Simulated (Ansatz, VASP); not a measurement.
## One calculation of WC, two programs

```
CELL_PARAMETERS angstrom
2.92202 0.00000 0.00000
-1.46101 2.53054 0.00000
0.00000 0.00000 2.84680
ATOMIC_POSITIONS crystal
W 0.00000 0.00000 0.00000
C 0.33333 0.66667 0.50000
```

Alike in both runs: functional PBE; k mesh 18 × 18 × 18; occupations gaussian, width 0.1 eV; no spin polarisation.

Ansatz relaxed the structure, and its values are those at the end. VASP's run is a single point on that final structure, the one shown.

|  | VASP | Ansatz |
| --- | --- | --- |
| version | VASP 6.6.1 | Ansatz 0.2.0 |
| potentials or method | VASP PAW PBE potentials, release 64 (W_sv, C) | scalar-relativistic, plane waves, PAW |
| plane-wave cutoff (eV) | 520 | 420 |
| valence electrons in the cell | 18 | 18 |

|  | VASP | Ansatz | Ansatz less VASP |
| --- | --- | --- | --- |
| gap on the k mesh at the Fermi level (eV) | none | none | - |
| pressure (GPa) | 1.1 | 0.0 | -1.05 |

A gap of «none» marks a metal or a gap that the smearing closes. With one functional, cell and mesh, what is left measures potentials, basis and numerics.

The runs have no spin-orbit coupling, so splittings on W are missing.
